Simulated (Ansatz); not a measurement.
# Ti: strain energy, fitted

Ti, P6/mmm, a = 4.515 Å, c = 2.799 Å. This isn't the element's structure at ambient conditions. Ansatz: PBEsol, PAW, 420 eV, Γ-centred 12×12×18 mesh on 3 atoms, Gaussian smearing 0.10 eV; no spin polarisation. Series: equal strain along all axes, cell held, atoms fixed by symmetry; x is the strain in per cent. y is the free energy over the unstrained cell, V0 = 16.472 Å³/atom.

| x (%) | y (meV/atom) |
| --- | --- |
| -3.0 | ? |
| -2.0 | 23.25 |
| -1.0 | 5.63 |
| 0.0 | 0.00 |
| 1.0 | 5.49 |
| 2.0 | 21.26 |
| 3.0 | 46.53 |

**Question.** Fit y = c2 x² + c3 x³ to the other rows, turn c2 into a modulus, and predict the missing energy.

**Answer.** Least squares on the rows shown. y = 5.5575 x² − 0.12830 x³. In eV per unit strain² c2 is 55.58; the stiffness is B for this strain (E = 9/2 B V0 ε², shape held): 2 × 55.58 × 160.2 / (9 × 16.472) = 120 GPa. At x = -3.0 the fit asked for gives 53.48 meV/atom. The run gave 53.77 meV/atom, so the fit is 0.29 meV/atom too low, 0.54 % of the span of the series, against an rms of 0.05 meV/atom on the fitted rows. The row lies outside the fitted range. With a term in x⁴ added, a fit to the same known rows predicts 53.22 meV/atom, further off still.